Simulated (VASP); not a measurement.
# Si3N4 (Fd-3m) in VASP: notebook

One crystal, Si3N4, is run at these levels: PBE, PBE+D3(BJ), LDA; tasks: relaxation of cell and atoms.

Everything below comes from runs of VASP 6.6.1. Logs are shortened: lines on timing, memory, paths and dates and some standing lists are left out, and cuts for length are marked.

**1. The crystal as given**

The structure is cubic, space group Fd-3m (No. 227). Conventional cell: a = 7.787 Å, b = 7.787 Å, c = 7.787 Å, α = 90.00°, β = 90.00°, γ = 90.00°. Si (site symmetry -3m) has 6 N at 1.89 Å as nearest neighbours. Si (site symmetry -43m) has 4 N at 1.79 Å as nearest neighbours. N (site symmetry 3m) is surrounded by 4 Si at 1.79 to 1.89 Å.

The cell is a database's computed one.

**2. Relaxation of cell and atoms, PBE**

The input, INCAR:

```
SYSTEM = Si3N4
  ALGO = Normal
  EDIFF = 1E-6
  EDIFFG = -0.01
  ENCUT = 600
  GGA = PE
  IBRION = 2
  ISIF = 3
  ISMEAR = 0
  KPAR = 4
  LASPH = .TRUE.
  LCHARG = .FALSE.
  LREAL = .FALSE.
  LWAVE = .FALSE.
  NELM = 80
  NSW = 90
  PREC = Accurate
  SIGMA = 0.03
```

The input, KPOINTS:

```
k-points
0
G
  6 6 6
  0 0 0
```

The input, POSCAR:

```
Si3N4
1.0
    0.0000000000      3.8937180000      3.8937180000
    3.8937180000      0.0000000000      3.8937180000
    3.8937180000      3.8937180000      0.0000000000
Si N
6 8
Direct
    0.1250000000      0.1250000000      0.6250000000
    0.1250000000      0.6250000000      0.1250000000
    0.6250000000      0.1250000000      0.1250000000
    0.1250000000      0.1250000000      0.1250000000
    0.7500000000      0.7500000000      0.7500000000
    0.5000000000      0.5000000000      0.5000000000
    0.3675630000      0.3675630000      0.3675630000
    0.3526890000      0.8824370000      0.8824370000
    0.8824370000      0.8824370000      0.3526890000
    0.8824370000      0.3526890000      0.8824370000
    0.3675630000      0.3675630000      0.8973110000
    0.3675630000      0.8973110000      0.3675630000
    0.8824370000      0.8824370000      0.8824370000
    0.8973110000      0.3675630000      0.3675630000
```

Potentials or basis: VASP PAW PBE potentials, release 64 (Si, N).

Run with:

```
cat potpaw_PBE.64/Si/POTCAR potpaw_PBE.64/N/POTCAR > POTCAR
mpirun -np 4 vasp_std > vasp.out
```

OUTCAR:

```text
SYSTEM = Si3N4
   EDIFF = 1E-6
   EDIFFG = -0.01
   ENCUT = 600
   GGA = PE
   IBRION = 2
   ISIF = 3
   ISMEAR = 0
   LASPH = .TRUE.
   LREAL = .FALSE.
   NELM = 80
   NSW = 90
   PREC = Accurate

 ion  position               nearest neighbor table
   1  0.125  0.125  0.625-   7 1.89  13 1.89  10 1.89  12 1.89   8 1.89  14 1.89   4 2.75   2 2.75
                             3 2.75   4 2.75   2 2.75   3 2.75
   2  0.125  0.625  0.125-   7 1.89  13 1.89   9 1.89  11 1.89   8 1.89  14 1.89   4 2.75   1 2.75
                             1 2.75   3 2.75   4 2.75   3 2.75
   3  0.625  0.125  0.125-   7 1.89  13 1.89  10 1.89  11 1.89  12 1.89   9 1.89   4 2.75   1 2.75
                             2 2.75   1 2.75   2 2.75   4 2.75
   4  0.125  0.125  0.125-   9 1.89  11 1.89  10 1.89   8 1.89  12 1.89  14 1.89   1 2.75   2 2.75
                             3 2.75   1 2.75   2 2.75   3 2.75
   5  0.750  0.750  0.750-   8 1.79   9 1.79  10 1.79  13 1.79
   6  0.500  0.500  0.500-  11 1.79  12 1.79  14 1.79   7 1.79
   7  0.368  0.368  0.368-   6 1.79   2 1.89   3 1.89   1 1.89
   8  0.353  0.882  0.882-   5 1.79   4 1.89   1 1.89   2 1.89
   9  0.882  0.882  0.353-   5 1.79   4 1.89   2 1.89   3 1.89
  10  0.882  0.353  0.882-   5 1.79   4 1.89   1 1.89   3 1.89
  11  0.368  0.368  0.897-   6 1.79   4 1.89   2 1.89   3 1.89
  12  0.368  0.897  0.368-   6 1.79   4 1.89   1 1.89   3 1.89
  13  0.882  0.882  0.882-   5 1.79   2 1.89   3 1.89   1 1.89
  14  0.897  0.368  0.368-   6 1.79   4 1.89   1 1.89   2 1.89

  LATTYP: Found a face centered cubic cell.
 ALAT       =     7.7874360000

  Lattice vectors:

 A1 = (   0.0000000000,   3.8937180000,   3.8937180000)
 A2 = (   3.8937180000,   0.0000000000,   3.8937180000)
 A3 = (   3.8937180000,   3.8937180000,   0.0000000000)

Analysis of symmetry for initial positions (statically):
=====================================================================
 Subroutine PRICEL returns:
 Original cell was already a primitive cell.

 Routine SETGRP: Setting up the symmetry group for a
 face centered cubic supercell.

 Subroutine GETGRP returns: Found 48 space group operations
 (whereof 24 operations were pure point group operations)
 out of a pool of 48 trial point group operations.

The static configuration has the point symmetry T_d .
 The point group associated with its full space group is O_h .

Analysis of symmetry for dynamics (positions and initial velocities):
=====================================================================
 Subroutine PRICEL returns:
 Original cell was already a primitive cell.

 Routine SETGRP: Setting up the symmetry group for a
 face centered cubic supercell.

 Subroutine GETGRP returns: Found 48 space group operations
 (whereof 24 operations were pure point group operations)
 out of a pool of 48 trial point group operations.

The dynamic configuration has the point symmetry T_d .
 The point group associated with its full space group is O_h .

 Subroutine INISYM returns: Found 48 space group operations
 (whereof 24 operations are pure point group operations),
 and found     1 'primitive' translations

----------------------------------------------------------------------------------------

                                     Primitive cell

  volume of cell :     118.0656

  direct lattice vectors                    reciprocal lattice vectors
     0.000000000  3.893718000  3.893718000    -0.128411970  0.128411970  0.128411970
     3.893718000  0.000000000  3.893718000     0.128411970 -0.128411970  0.128411970
     3.893718000  3.893718000  0.000000000     0.128411970  0.128411970 -0.128411970

  length of vectors
     5.506548804  5.506548804  5.506548804     0.222416057  0.222416057  0.222416057

  position of ions in fractional coordinates (direct lattice)
     0.125000000  0.125000000  0.625000000
     0.125000000  0.625000000  0.125000000
     0.625000000  0.125000000  0.125000000
     0.125000000  0.125000000  0.125000000
     0.750000000  0.750000000  0.750000000
     0.500000000  0.500000000  0.500000000
     0.367563000  0.367563000  0.367563000
     0.352689000  0.882437000  0.882437000
     0.882437000  0.882437000  0.352689000
     0.882437000  0.352689000  0.882437000
     0.367563000  0.367563000  0.897311000
     0.367563000  0.897311000  0.367563000
[... 34 lines left out ...]

  Length of vectors
     0.037069343  0.037069343  0.037069343

  Shift w.r.t. Gamma in fractional coordinates (k-lattice)
     0.000000000  0.000000000  0.000000000

 Subroutine IBZKPT returns following result:
 ===========================================

 Found     16 irreducible k-points:

 Following reciprocal coordinates:
            Coordinates               Weight
  0.000000  0.000000  0.000000      1.000000
  0.166667  0.000000  0.000000      8.000000
  0.333333  0.000000  0.000000      8.000000
  0.500000  0.000000  0.000000      4.000000
  0.166667  0.166667  0.000000      6.000000
  0.333333  0.166667  0.000000     24.000000
[... 8 lines left out ...]
 -0.333333  0.333333  0.166667     24.000000
 -0.333333  0.500000  0.166667     12.000000
   k-points           NKPTS =     16   k-points in BZ     NKDIM =     16   number of bands    NBANDS=     40
   number of dos      NEDOS =    301   number of ions     NIONS =     14
   total plane-waves  NPLWV = 110592
   dimension x,y,z NGX =    48 NGY =   48 NGZ =   48
   dimension x,y,z NGXF=    96 NGYF=   96 NGZF=   96
   ions per type =               6   8
   NGX,Y,Z   is equivalent  to a cutoff of  14.49, 14.49, 14.49 a.u.
   NGXF,Y,Z  is equivalent  to a cutoff of  28.98, 28.98, 28.98 a.u.
 SYSTEM =  Si3N4
   PREC   = accura    normal or accurate (medium, high low for compatibility)
   ISTART =      0    job   : 0-new  1-cont  2-samecut
   ICHARG =      2    charge: 1-file 2-atom 10-const
   ISPIN  =      1    spin polarized calculation?
   LNONCOLLINEAR =      F non collinear calculations
   LSORBIT =      F    spin-orbit coupling
   LASPH  =      T    aspherical Exc in radial PAW
   ENCUT  =  600.0 eV  44.10 Ry    6.64 a.u.  11.00 11.00 11.00*2*pi/ulx,y,z
   NELM   =     80;   NELMIN=  2; NELMDL= -5     # of ELM steps
   EDIFF  = 0.1E-05   stopping-criterion for ELM
   LREAL  =      F    real-space projection
   EDIFFG = -.1E-01   stopping-criterion for IOM
   NSW    =     90    number of steps for IOM
   IBRION =      2    ionic relax: 0-MD 1-quasi-New 2-CG
   NFREE  =      1    steps in history (QN), initial steepest desc. (CG)
   ISIF   =      3    stress and relaxation
   ISYM   =      2    0-nonsym 1-usesym 2-fastsym
   POTIM  = 0.5000    time-step for ionic-motion
   TEBEG  =    0.0;   TEEND  =   0.0 temperature during run
   PSTRESS=    0.0 pullay stress
   NELECT =      64.0000    total number of electrons
   NUPDOWN=      -1.0000    fix difference up-down
   EMIN   =  10.00;   EMAX   =-10.00  energy-range for DOS
   EFERMI =   0.00;   METHOD = LEGACY
   ISMEAR =     0;   SIGMA  =   0.03  broadening in eV -4-tet -1-fermi 0-gaus
   EFERMI_NEDOS =   21; number of points for ismear=-14 and -15
   IALGO  =     38    algorithm
   IMIX   =      4    mixing-type and parameters
     AMIX     =   0.40;   BMIX     =  1.00
     AMIX_MAG =   1.60;   BMIX_MAG =  1.00
  volume/ion in A,a.u.               =       8.43        56.91
  Fermi-wavevector in a.u.,A,eV,Ry     =   1.334833  2.522469 24.242584  1.781780
  Thomas-Fermi vector in A             =   2.463584
   LORBIT       =      0    0 simple, 1 ext, 2 COOP (PROOUT), +10 PAW based schemes
   GGA     = PE    functional components
   LHFCALC =     F    Hartree Fock is set to
   AEXX    =    0.0000 exact exchange contribution
   IVDW    =     0    specifies the selected vdW correction
   LEPSILON=     F    determine dielectric tensor
   LRPA    =     F    only Hartree local field effects (RPA)
 conjugate gradient relaxation of ions
 non-spin polarized calculation
 Gauss-broadening in eV      SIGMA  =   0.03
  energy-cutoff  :      600.00
  volume of cell :      118.07
 maximum number of plane-waves:      3954
 NGX is ok and might be reduce to    48
   NGX = 21   NGY = 21   NGZ = 21

 number of electron      63.9999997 magnetization

 Free energy of the ion-electron system (eV)
  ---------------------------------------------------
  ext. energy  EPLUGINS =         0.00000000
  ---------------------------------------------------
  free energy    TOTEN  =      -112.49707175 eV

  energy without entropy =     -112.49707175  energy(sigma->0) =     -112.49707175

 E-fermi :   9.2750     XC(G=0): -12.2192

 val. band max:        9.0990627509   @ k =  -0.1667   0.1667   0.0000
 cond. band min:      12.4323143552   @ k =   0.0000   0.0000   0.0000
 fundamental gap:      3.3332516043
 Fermi energy:         9.2749505701

 k-point     1 :       0.0000    0.0000    0.0000
  band No.  band energies     occupation
      1      -9.6652      2.00000
      2      -6.3929      2.00000
      3      -5.4724      2.00000
      4      -5.4724      2.00000
      5      -5.4724      2.00000
      6      -4.5108      2.00000
[... 677 lines left out ...]
     39      17.8366      0.00000
     40      17.8366      0.00000

------------------------ aborting loop because EDIFF is reached ----------------------------------------

  FORCE on cell =-STRESS in cart. coord.  units (eV):
  Direction    XX          YY          ZZ          XY          YZ          ZX
  --------------------------------------------------------------------------------------
  -------------------------------------------------------------------------------------
  Total       -0.0940036     -0.0940036     -0.0940036      0.0000000     -0.0000000     -0.0000000
  in kB       -1.2756496     -1.2756496     -1.2756496      0.0000000     -0.0000000     -0.0000000
  external PRESSURE =      -1.2756496 kB  Pullay stress =       0.0000000 kB

 VOLUME and BASIS-vectors are now :
 -----------------------------------------------------------------------------
  energy-cutoff  :      600.00
  volume of cell :      118.07
      direct lattice vectors                 reciprocal lattice vectors
     0.000000000  3.893718000  3.893718000    -0.128411970  0.128411970  0.128411970
     3.893718000  0.000000000  3.893718000     0.128411970 -0.128411970  0.128411970
     3.893718000  3.893718000  0.000000000     0.128411970  0.128411970 -0.128411970

 POSITION                                       TOTAL-FORCE (eV/Angst)
 -----------------------------------------------------------------------------------
      2.92029      2.92029      0.97343         0.000000     -0.000000      0.000000
      2.92029      0.97343      2.92029         0.000000     -0.000000      0.000000
      0.97343      2.92029      2.92029         0.000000     -0.000000      0.000000
      0.97343      0.97343      0.97343         0.000000     -0.000000      0.000000
      5.84058      5.84058      5.84058         0.000000     -0.000000      0.000000
      3.89372      3.89372      3.89372         0.000000     -0.000000      0.000000
      2.86237      2.86237      2.86237        -0.002331     -0.002331     -0.002331
      6.87192      4.80923      4.80923         0.002331     -0.002331     -0.002331
      4.80923      4.80923      6.87192        -0.002331     -0.002331      0.002331
      4.80923      6.87192      4.80923        -0.002331      0.002331     -0.002331
      4.92506      4.92506      2.86237         0.002331      0.002331     -0.002331
      4.92506      2.86237      4.92506         0.002331     -0.002331      0.002331
      6.87192      6.87192      6.87192         0.002331      0.002331      0.002331
      2.86237      4.92506      4.92506        -0.002331      0.002331      0.002331
 -----------------------------------------------------------------------------------
    total drift:                                0.000000      0.000000      0.000000

  FREE ENERGIE OF THE ION-ELECTRON SYSTEM (eV)
  ---------------------------------------------------
  free  energy   TOTEN  =      -112.4970717452 eV

  energy  without entropy=     -112.4970717452  energy(sigma->0) =     -112.49707175

 reached required accuracy - stopping structural energy minimisation
```

Wall time 41 s (4 MPI ranks of AMD EPYC 7R13 (Zen 3), shared host); peak memory 0.32 GiB.

Results:

| Property | Result |
| --- | --- |
| Free energy | -112.4971 eV |
| Pressure after relaxing | -0.1 GPa |
| Largest force after relaxing | 0.004 eV/Å |
| Band gap on the k mesh | 3.33 eV, indirect (least direct gap 3.37 eV) |

Forces in eV/Å, atoms in the order of the input:
```
Si   0.000  0.000  0.000
Si   0.000  0.000  0.000
Si   0.000  0.000  0.000
Si   0.000  0.000  0.000
Si   0.000  0.000  0.000
Si   0.000  0.000  0.000
N   -0.002 -0.002 -0.002
N    0.002 -0.002 -0.002
N   -0.002 -0.002  0.002
N   -0.002  0.002 -0.002
N    0.002  0.002 -0.002
N    0.002 -0.002  0.002
N    0.002  0.002  0.002
N   -0.002  0.002  0.002
```

Final structure:
```xyz
14
Lattice="0.0000 3.8937 3.8937 3.8937 0.0000 3.8937 3.8937 3.8937 0.0000" Properties=species:S:1:pos:R:3 pbc="T T T"
Si    2.9203    2.9203    0.9734
Si    2.9203    0.9734    2.9203
Si    0.9734    2.9203    2.9203
Si    0.9734    0.9734    0.9734
Si    5.8406    5.8406    5.8406
Si    3.8937    3.8937    3.8937
N     2.8624    2.8624    2.8624
N     6.8719    4.8092    4.8092
N     4.8092    4.8092    6.8719
N     4.8092    6.8719    4.8092
N     4.9251    4.9251    2.8624
N     4.9251    2.8624    4.9251
N     6.8719    6.8719    6.8719
N     2.8624    4.9251    4.9251
```

Levels at points of the mesh, in eV from the valence-band top:
```csv
k point,band 29,band 30,band 31,band 32,band 33,band 34,band 35,band 36
"(0.00, 0.00, 0.00)",-0.16,-0.04,-0.04,-0.04,3.33,3.33,3.33,4.88
"(0.50, 0.00, 0.00)",-0.47,-0.47,-0.33,-0.33,4.92,5.76,5.76,6.23
"(0.50, 0.50, 0.00)",-1.10,-1.10,-0.43,-0.43,6.62,6.62,6.94,6.94
```

Caveat: the relaxation stopped at its first step, so nothing moved.

[end of part 1 of 3]
